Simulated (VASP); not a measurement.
Se: relaxation of cell and atoms with PBE

Se:

```
Se
1.0
    -1.70345    1.70345    1.70345
     1.70345   -1.70345    1.70345
     1.70345    1.70345   -1.70345
Se
1
Direct
  0.00000 0.00000 0.00000
```

This isn't the form of Se at room conditions, which is trigonal, of chains.

- Program: VASP 6.6.1
- Task: relaxation of cell and atoms
- Functional: PBE
- Potentials or basis: VASP PAW PBE potentials, release 64 (Se)
- Cutoff: 600 eV
- k mesh: 18 × 18 × 18
- Occupations: gaussian, width 0.1 eV
- Spin: no spin polarisation
- Dipole correction: no
- Further INCAR settings: ALGO = Normal; EDIFF = 1e-07; IBRION = 2; EDIFFG = -0.005; NSW = 100; ISIF = 3

* Relaxed volume: 20.34 Å³/atom
* Relaxed cell: a = 2.979 Å, b = 2.979 Å, c = 2.979 Å, α = 109.47°, β = 109.47°, γ = 109.47°
* Space group after relaxing (to 0.05 Å): Im-3m (No. 229)
* Energy gained by relaxing: 3.8 meV/atom
* Ionic steps: 3
* Pressure after relaxing: 0.0 GPa
* Band gap on the k mesh: none (metal or under the smearing width)

The path:
| step | energy change (eV) | largest force (eV/Å) | pressure (GPa) | volume (Å³) |
| --- | --- | --- | --- | --- |
| 1 | 0.0000 | 0.0000 | 2.18 | 19.77 |
| 2 | -0.0033 | 0.0000 | -0.70 | 20.55 |
| 3 | -0.0038 | 0.0000 | 0.01 | 20.34 |

Final structure:
```xyz
1
Lattice="-1.7197 1.7197 1.7197 1.7197 -1.7197 1.7197 1.7197 1.7197 -1.7197" Properties=species:S:1:pos:R:3 pbc="T T T"
Se    0.0000    0.0000    0.0000
```

Levels at points of the mesh, in eV from the Fermi level:
```tsv
k point	band 1	band 2	band 3	band 4	band 5	band 6	band 7
(0.00, 0.00, 0.00)	-16.16	2.90	2.90	2.90	11.07	12.34	12.34
(0.50, 0.00, 0.00)	-12.76	-6.67	-0.03	2.07	6.86	8.29	17.32
(0.50, 0.50, 0.50)	-10.41	-3.27	-3.27	-3.27	4.05	4.05	22.53
```

Wall time 21 s on 1 thread of Intel(R) Xeon(R) Platinum 8559C (Emerald Rapids) (shared host), peak memory 0.17 GiB.
